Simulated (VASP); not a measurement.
# Si (Fd-3m) in VASP: a series of runs

Runs on Si. Level: PBE. Tasks: single point.

Program: VASP 6.6.1. These are calculated values, not measurements. Logs are shortened: lines on timing, memory, paths and dates and some standing lists are left out, and cuts for length are marked.

## (1) The undisturbed crystal

The structure is cubic, space group Fd-3m (No. 227). The conventional cell has a = 5.444 Å, b = 5.444 Å, c = 5.444 Å, α = 90.00°, β = 90.00°, γ = 90.00°. Si (site symmetry -43m) is surrounded by 4 Si at 2.36 Å.

## (2) Single point, PBE (grid = ENCUT=350 dk=1.6 cell=3x3x2 ISMEAR=0 SIGMA=0.05 LREAL=Auto EDIFF=1e-06)

Input file INCAR:

```
PREC = Accurate ; ENCUT = 350
EDIFF = 1E-6 ; ISMEAR = 0
SIGMA = 0.05 ; LREAL = Auto
LASPH = T ; NELM = 120
ALGO = Fast ; ISIF = 2
LWAVE = F ; LCHARG = F
GGA = PE ; NBANDS = 88
```

Input file KPOINTS:

```
regular mesh
0
Gamma
  1 1 1
```

Input file POSCAR:

```
TiSi35
1.0
    0.0000000000      8.1655535595      8.1655535595
    8.1655535595      0.0000000000      8.1655535595
    5.4437023730      5.4437023730      0.0000000000
Ti Si
1 35
Direct
    0.1666666667      0.1666666667      0.2500000000
    0.1666666667      0.1666666667      0.7500000000
    0.1666666667      0.5000000000      0.2500000000
    0.1666666667      0.5000000000      0.7500000000
    0.1666666667      0.8333333333      0.2500000000
    0.1666666667      0.8333333333      0.7500000000
    0.5000000000      0.1666666667      0.2500000000
    0.5000000000      0.1666666667      0.7500000000
    0.5000000000      0.5000000000      0.2500000000
    0.5000000000      0.5000000000      0.7500000000
    0.5000000000      0.8333333333      0.2500000000
    0.5000000000      0.8333333333      0.7500000000
    0.8333333333      0.1666666667      0.2500000000
    0.8333333333      0.1666666667      0.7500000000
    0.8333333333      0.5000000000      0.2500000000
    0.8333333333      0.5000000000      0.7500000000
    0.8333333333      0.8333333333      0.2500000000
    0.8333333333      0.8333333333      0.7500000000
    0.2500000000      0.2500000000      0.3750000000
    0.2500000000      0.2500000000      0.8750000000
    0.2500000000      0.5833333333      0.3750000000
    0.2500000000      0.5833333333      0.8750000000
    0.2500000000      0.9166666667      0.3750000000
    0.2500000000      0.9166666667      0.8750000000
    0.5833333333      0.2500000000      0.3750000000
    0.5833333333      0.2500000000      0.8750000000
    0.5833333333      0.5833333333      0.3750000000
    0.5833333333      0.5833333333      0.8750000000
    0.5833333333      0.9166666667      0.3750000000
    0.5833333333      0.9166666667      0.8750000000
    0.9166666667      0.2500000000      0.3750000000
    0.9166666667      0.2500000000      0.8750000000
    0.9166666667      0.5833333333      0.3750000000
    0.9166666667      0.5833333333      0.8750000000
    0.9166666667      0.9166666667      0.3750000000
    0.9166666667      0.9166666667      0.8750000000
```

Potentials or basis: VASP PAW PBE potentials, release 64 (Ti_sv, Si).

Launch:

```
> cat potpaw_PBE.64/Ti_sv/POTCAR potpaw_PBE.64/Si/POTCAR > POTCAR
> mpirun -np 1 vasp_std > vasp.out
```

OUTCAR:

```text
PREC = Accurate
   ENCUT = 350
   EDIFF = 1E-6
   ISMEAR = 0
   LREAL = Auto
   LASPH = T
   NELM = 120
   ISIF = 2
   GGA = PE

 Found      1 irreducible k-points:

 Following reciprocal coordinates:
            Coordinates               Weight
  0.000000  0.000000  0.000000      1.000000
   k-points           NKPTS =      1   k-points in BZ     NKDIM =      1   number of bands    NBANDS=     88
   number of dos      NEDOS =    301   number of ions     NIONS =     36
   total plane-waves  NPLWV = 235200
   dimension x,y,z NGX =    70 NGY =   70 NGZ =   48
   dimension x,y,z NGXF=   140 NGYF=  140 NGZF=   96
   ions per type =               1  35
   NGX,Y,Z   is equivalent  to a cutoff of  10.08, 10.08, 10.37 a.u.
   NGXF,Y,Z  is equivalent  to a cutoff of  20.15, 20.15, 20.73 a.u.
 SYSTEM =  unknown system
   PREC   = accura    normal or accurate (medium, high low for compatibility)
   ISTART =      0    job   : 0-new  1-cont  2-samecut
   ICHARG =      2    charge: 1-file 2-atom 10-const
   ISPIN  =      1    spin polarized calculation?
   LNONCOLLINEAR =      F non collinear calculations
   LSORBIT =      F    spin-orbit coupling
   LASPH  =      T    aspherical Exc in radial PAW
   ENCUT  =  350.0 eV  25.72 Ry    5.07 a.u.  17.62 17.62 11.74*2*pi/ulx,y,z
   NELM   =    120;   NELMIN=  2; NELMDL= -5     # of ELM steps
   EDIFF  = 0.1E-05   stopping-criterion for ELM
   LREAL  =      T    real-space projection
   EDIFFG = 0.1E-04   stopping-criterion for IOM
   NSW    =      0    number of steps for IOM
   IBRION =     -1    ionic relax: 0-MD 1-quasi-New 2-CG
   NFREE  =      0    steps in history (QN), initial steepest desc. (CG)
   ISIF   =      2    stress and relaxation
   ISYM   =      2    0-nonsym 1-usesym 2-fastsym
   POTIM  = 0.5000    time-step for ionic-motion
   TEBEG  =    0.0;   TEEND  =   0.0 temperature during run
   PSTRESS=    0.0 pullay stress
   NELECT =     152.0000    total number of electrons
   NUPDOWN=      -1.0000    fix difference up-down
   EMIN   =  10.00;   EMAX   =-10.00  energy-range for DOS
   EFERMI =   0.00;   METHOD = LEGACY
   ISMEAR =     0;   SIGMA  =   0.05  broadening in eV -4-tet -1-fermi 0-gaus
   EFERMI_NEDOS =   21; number of points for ismear=-14 and -15
   IALGO  =     68    algorithm
   IMIX   =      4    mixing-type and parameters
     AMIX     =   0.40;   BMIX     =  1.00
     AMIX_MAG =   1.60;   BMIX_MAG =  1.00
  volume/ion in A,a.u.               =      20.16       136.08
  Fermi-wavevector in a.u.,A,eV,Ry     =   0.972130  1.837058 12.857994  0.945036
  Thomas-Fermi vector in A             =   2.102403
   LORBIT       =      0    0 simple, 1 ext, 2 COOP (PROOUT), +10 PAW based schemes
   GGA     = PE    functional components
   LHFCALC =     F    Hartree Fock is set to
   AEXX    =    0.0000 exact exchange contribution
   IVDW    =     0    specifies the selected vdW correction
   LEPSILON=     F    determine dielectric tensor
   LRPA    =     F    only Hartree local field effects (RPA)
 non-spin polarized calculation
 RMM-DIIS sequential band-by-band and
 Gauss-broadening in eV      SIGMA  =   0.05
  energy-cutoff  :      350.00
  volume of cell :      725.93
 maximum number of plane-waves:     10855
 NGX is ok and might be reduce to    70
   NGX = 35   NGY = 35   NGZ = 23

 number of electron     151.9999991 magnetization

 Free energy of the ion-electron system (eV)
  ---------------------------------------------------
  ext. energy  EPLUGINS =         0.00000000
  ---------------------------------------------------
  free energy    TOTEN  =      -184.05829380 eV

  energy without entropy =     -184.05829380  energy(sigma->0) =     -184.05829380

 E-fermi :   5.9610     XC(G=0):  -9.3696

 val. band max:        5.6891440243   @ k =   0.0000   0.0000   0.0000
 cond. band min:       6.2041415248   @ k =   0.0000   0.0000   0.0000
 fundamental gap:      0.5149975005
 Fermi energy:         5.9610303310

 k-point     1 :       0.0000    0.0000    0.0000
  band No.  band energies     occupation
      1     -50.2208      2.00000
      2     -26.6507      2.00000
      3     -26.6394      2.00000
      4     -26.4793      2.00000
      5      -6.0224      2.00000
      6      -4.7276      2.00000
[... 80 lines left out ...]
     87       7.5340      0.00000
     88       7.5881      0.00000

------------------------ aborting loop because EDIFF is reached ----------------------------------------

  FORCE on cell =-STRESS in cart. coord.  units (eV):
  Direction    XX          YY          ZZ          XY          YZ          ZX
  --------------------------------------------------------------------------------------
  -------------------------------------------------------------------------------------
  Total       25.8322887     25.8322887      0.8317774     12.9478428      3.5688335      3.5688501
  in kB       57.0135176     57.0135176      1.8357860     28.5767193      7.8766444      7.8766811
  external PRESSURE =      38.6209404 kB  Pullay stress =       0.0000000 kB

 VOLUME and BASIS-vectors are now :
 -----------------------------------------------------------------------------
  energy-cutoff  :      350.00
  volume of cell :      725.93
      direct lattice vectors                 reciprocal lattice vectors
     0.000000000  8.165553559  8.165553559    -0.061232836  0.061232836  0.061232836
     8.165553559  0.000000000  8.165553559     0.061232836 -0.061232836  0.061232836
     5.443702373  5.443702373  0.000000000     0.091849254  0.091849254 -0.091849254

 POSITION                                       TOTAL-FORCE (eV/Angst)
 -----------------------------------------------------------------------------------
      2.72185      2.72185      2.72185         0.408755      0.408755      0.445166
      5.44370      5.44370      2.72185         0.237549      0.237549     -0.581575
      5.44370      2.72185      5.44370         0.085636     -0.283481      0.063771
      8.16555      5.44370      5.44370         0.162140      0.035897      0.005062
      8.16555      2.72185      8.16555         0.221716     -0.077487     -0.098342
     10.88740      5.44370      8.16555         0.120199      0.023214     -0.116828
[... 28 lines left out ...]
      9.52648      9.52648     14.97018         0.014796      0.014796      0.153035
     12.24833     12.24833     14.97018        -0.025241     -0.025241      0.131242
 -----------------------------------------------------------------------------------
    total drift:                               -0.001701     -0.001701     -0.007749

  FREE ENERGIE OF THE ION-ELECTRON SYSTEM (eV)
  ---------------------------------------------------
  free  energy   TOTEN  =      -184.0582938009 eV

  energy  without entropy=     -184.0582938009  energy(sigma->0) =     -184.05829380
```

OSZICAR:

```text
N       E                     dE             d eps       ncg     rms          rms(c)
DAV:   1     0.461049483783E+03    0.46105E+03   -0.48702E+04   184   0.108E+03
DAV:   2    -0.123603217756E+03   -0.58465E+03   -0.56735E+03   208   0.206E+02
DAV:   3    -0.185155404934E+03   -0.61552E+02   -0.60309E+02   240   0.585E+01
[... 17 lines left out ...]
RMM:  21    -0.184058282287E+03    0.29629E-05   -0.34152E-04   279   0.284E-02    0.197E-02
RMM:  22    -0.184058287485E+03   -0.51978E-05   -0.15465E-04   270   0.185E-02    0.657E-03
RMM:  23    -0.184058290129E+03   -0.26438E-05   -0.31285E-05   247   0.124E-02    0.703E-03
RMM:  24    -0.184058293306E+03   -0.31773E-05   -0.38383E-05   228   0.928E-03    0.264E-03
RMM:  25    -0.184058293801E+03   -0.49455E-06   -0.80922E-06   180   0.655E-03
   1 F= -.18405829E+03 E0= -.18405829E+03  d E =-.152872E-11
```

Run time: 72 s. Hardware: 1 thread of Intel Xeon 6975P-C (Granite Rapids), shared host; peak memory 0.49 GiB.

The run converged, but some of its settings lie outside the range that counts as converged, so its numbers aren't taken as properties of the crystal.

Results:

```
Free energy            : -184.0583 eV
Pressure               : 3.9 GPa
Largest force          : 1.821 eV/Å
Band gap on the k mesh : 0.52 eV, direct
```

## (3) Single point, PBE (grid = ENCUT=350 dk=0.6 cell=3x3x2 ISMEAR=0 SIGMA=0.05 LREAL=Auto EDIFF=1e-06)

INCAR is that of step 2.

Input file KPOINTS:

```
regular mesh
0
Gamma
  2 2 2
```

POSCAR is that of step 2.

Potentials or basis: VASP PAW PBE potentials, release 64 (Ti_sv, Si).

Launch:

```
> cat potpaw_PBE.64/Ti_sv/POTCAR potpaw_PBE.64/Si/POTCAR > POTCAR
> mpirun -np 1 vasp_std > vasp.out
```

Run time: 6.7 min. Hardware: 1 thread of Intel Xeon 6975P-C (Granite Rapids), shared host; peak memory 0.57 GiB.

The run converged, but some of its settings lie outside the range that counts as converged, so its numbers aren't taken as properties of the crystal.

What came out:

| Property | Result |
| --- | --- |
| Free energy | -194.2341 eV |
| Pressure | 2.6 GPa |
| Largest force | 1.768 eV/Å |
| Band gap on the k mesh | 0.37 eV, indirect (least direct gap 0.38 eV) |

Caveat: the k mesh is coarse (spacing up to 0.50 Å⁻¹), so the values aren't converged.

## (4) Single point, PBE (grid = ENCUT=300 dk=0.45 cell=3x3x2 ISMEAR=0 SIGMA=0.05 LREAL=Auto EDIFF=1e-06)

Edit INCAR of step 3 so:

```diff
@@ -1,2 +1,2 @@
-PREC = Accurate ; ENCUT = 350
+PREC = Accurate ; ENCUT = 300
 EDIFF = 1E-6 ; ISMEAR = 0
```

Input file KPOINTS:

```
regular mesh
0
Gamma
  2 2 3
```

POSCAR is that of step 3.

Launch:

```
> cat potpaw_PBE.64/Ti_sv/POTCAR potpaw_PBE.64/Si/POTCAR > POTCAR
> mpirun -np 1 vasp_std > vasp.out
```

It took 6.3 min on 1 thread of Intel Xeon 6975P-C (Granite Rapids), shared host; peak memory 0.54 GiB.

These settings aren't checked as converged: the numbers below hold their error.

Results:

| Item | Value |
| --- | --- |
| Free energy | -194.5097 eV |
| Largest force | 1.799 eV/Å |
| Band gap on the k mesh | 0.38 eV, indirect (least direct gap 0.40 eV) |

Caveat: the cutoff is under 1.25 times the usual one of these potentials, so pressure, stress and relaxed cells hold a basis-set (Pulay) error.

## (5) Single point, PBE (grid = ENCUT=350 dk=0.45 cell=3x3x2 ISMEAR=0 SIGMA=0.05 LREAL=False EDIFF=1e-06)

Input file INCAR:

```
PREC = Accurate ; ENCUT = 350
EDIFF = 1E-6 ; ISMEAR = 0
SIGMA = 0.05 ; LREAL = F
LASPH = T ; NELM = 120
ALGO = Fast ; ISIF = 2
LWAVE = F ; LCHARG = F
GGA = PE ; NBANDS = 88
```

KPOINTS is that of step 4.

POSCAR is that of step 4.

Potentials or basis: VASP PAW PBE potentials, release 64 (Ti_sv, Si).

Launch:

```
> cat potpaw_PBE.64/Ti_sv/POTCAR potpaw_PBE.64/Si/POTCAR > POTCAR
> mpirun -np 1 vasp_std > vasp.out
```

OUTCAR:

```text
PREC = Accurate
   ENCUT = 350
   EDIFF = 1E-6
   ISMEAR = 0
   LREAL = F
   LASPH = T
   NELM = 120
   ISIF = 2
   GGA = PE

 Found      6 irreducible k-points:

 Following reciprocal coordinates:
            Coordinates               Weight
  0.000000  0.000000  0.000000      1.000000
  0.500000  0.000000  0.000000      2.000000
  0.500000  0.500000  0.000000      1.000000
  0.000000  0.000000  0.333333      2.000000
  0.500000  0.000000  0.333333      4.000000
  0.500000  0.500000  0.333333      2.000000
   k-points           NKPTS =      6   k-points in BZ     NKDIM =      6   number of bands    NBANDS=     88
   number of dos      NEDOS =    301   number of ions     NIONS =     36
   total plane-waves  NPLWV = 235200
   dimension x,y,z NGX =    70 NGY =   70 NGZ =   48
   dimension x,y,z NGXF=   140 NGYF=  140 NGZF=   96
   ions per type =               1  35
   NGX,Y,Z   is equivalent  to a cutoff of  10.08, 10.08, 10.37 a.u.
   NGXF,Y,Z  is equivalent  to a cutoff of  20.15, 20.15, 20.73 a.u.
 SYSTEM =  unknown system
   PREC   = accura    normal or accurate (medium, high low for compatibility)
   ISTART =      0    job   : 0-new  1-cont  2-samecut
[... 64 lines left out ...]
 k-point     1 :       0.0000    0.0000    0.0000
  band No.  band energies     occupation
      1     -50.8047      2.00000
      2     -27.1591      2.00000
      3     -27.1516      2.00000
      4     -27.1397      2.00000
      5      -6.0748      2.00000
      6      -4.7791      2.00000
[... 535 lines left out ...]
     87       8.1616      0.00000
     88       8.5411      0.00000

------------------------ aborting loop because EDIFF is reached ----------------------------------------

  FORCE on cell =-STRESS in cart. coord.  units (eV):
  Direction    XX          YY          ZZ          XY          YZ          ZX
  --------------------------------------------------------------------------------------
  -------------------------------------------------------------------------------------
  Total       11.8316757     11.8316757     11.7507295      0.0028512      0.0403818      0.0403811
  in kB       26.1132670     26.1132670     25.9346134      0.0062928      0.0891252      0.0891236
  external PRESSURE =      26.0537158 kB  Pullay stress =       0.0000000 kB

 VOLUME and BASIS-vectors are now :
 -----------------------------------------------------------------------------
  energy-cutoff  :      350.00
  volume of cell :      725.93
      direct lattice vectors                 reciprocal lattice vectors
     0.000000000  8.165553559  8.165553559    -0.061232836  0.061232836  0.061232836
     8.165553559  0.000000000  8.165553559     0.061232836 -0.061232836  0.061232836
     5.443702373  5.443702373  0.000000000     0.091849254  0.091849254 -0.091849254

 POSITION                                       TOTAL-FORCE (eV/Angst)
 -----------------------------------------------------------------------------------
      2.72185      2.72185      2.72185        -0.064122     -0.064122     -0.025793
      5.44370      5.44370      2.72185         0.008656      0.008656     -0.089261
      5.44370      2.72185      5.44370         0.044404     -0.035846      0.031684
      8.16555      5.44370      5.44370         0.036874     -0.041518      0.032754
      8.16555      2.72185      8.16555        -0.018210     -0.043716     -0.033908
     10.88740      5.44370      8.16555         0.038234      0.032885     -0.029574
[... 28 lines left out ...]
      9.52648      9.52648     14.97018         0.004110      0.004110      0.016316
     12.24833     12.24833     14.97018        -0.005454     -0.005454      0.000933
 -----------------------------------------------------------------------------------
    total drift:                               -0.000050     -0.000050     -0.000585

  FREE ENERGIE OF THE ION-ELECTRON SYSTEM (eV)
  ---------------------------------------------------
  free  energy   TOTEN  =      -194.5757860898 eV

  energy  without entropy=     -194.5757860850  energy(sigma->0) =     -194.57578609
```

stdout:

```text
POSCAR found type information on POSCAR TiSi
 POSCAR found :  2 types and      36 ions
 scaLAPACK will be used
 -----------------------------------------------------------------------------
|                                                                             |
|                                                                             |
[... 25 lines left out ...]
|                                                                             |
 -----------------------------------------------------------------------------

 POSCAR, INCAR and KPOINTS ok, starting setup
 FFT: planning ... GRIDC
 FFT: planning ... GRID_SOFT
 FFT: planning ... GRID
 WAVECAR not read
 entering main loop
WARNING in EDDRMM: call to ZHEGV failed, returncode =   6  3     41
```

It took 9.3 min on 1 thread of Intel Xeon 6975P-C (Granite Rapids), shared host; peak memory 0.6 GiB.

These settings aren't checked as converged: the numbers below hold their error.

Results:

| Item | Value |
| --- | --- |
| Free energy | -194.5758 eV |
| Pressure | 2.6 GPa |
| Largest force | 1.765 eV/Å |
| Band gap on the k mesh | 0.37 eV, indirect (least direct gap 0.39 eV) |

## (6) Single point, PBE (grid = ENCUT=350 dk=0.45 cell=3x3x2 ISMEAR=0 SIGMA=0.02 LREAL=Auto EDIFF=1e-06)

Edit INCAR of step 5 so:

```diff
@@ -2,3 +2,3 @@
 EDIFF = 1E-6 ; ISMEAR = 0
-SIGMA = 0.05 ; LREAL = F
+SIGMA = 0.02 ; LREAL = Auto
 LASPH = T ; NELM = 120
```

KPOINTS is that of step 5.

POSCAR is that of step 5.

Potentials or basis: VASP PAW PBE potentials, release 64 (Ti_sv, Si).

Launch:

```
> cat potpaw_PBE.64/Ti_sv/POTCAR potpaw_PBE.64/Si/POTCAR > POTCAR
> mpirun -np 1 vasp_std > vasp.out
```

Wall time 7 min (1 thread of Intel Xeon 6975P-C (Granite Rapids), shared host); peak memory 0.57 GiB.

These settings aren't checked as converged: the numbers below hold their error.

Results:

```
Free energy            : -194.5864 eV
Pressure               : 2.6 GPa
Largest force          : 1.764 eV/Å
Band gap on the k mesh : 0.37 eV, indirect (least direct gap 0.39 eV)
```

## (7) For comparison

An earlier run on the cell as given: functional PBE; potentials or basis VASP PAW PBE potentials, release 64 (Si); cutoff 520 eV; k mesh 8 × 8 × 8; occupations fermi-dirac, width 0.05 eV; no spin polarisation.

- Pressure: 1.3 GPa
- Band gap on the k mesh: 0.63 eV, indirect (least direct gap 2.56 eV)
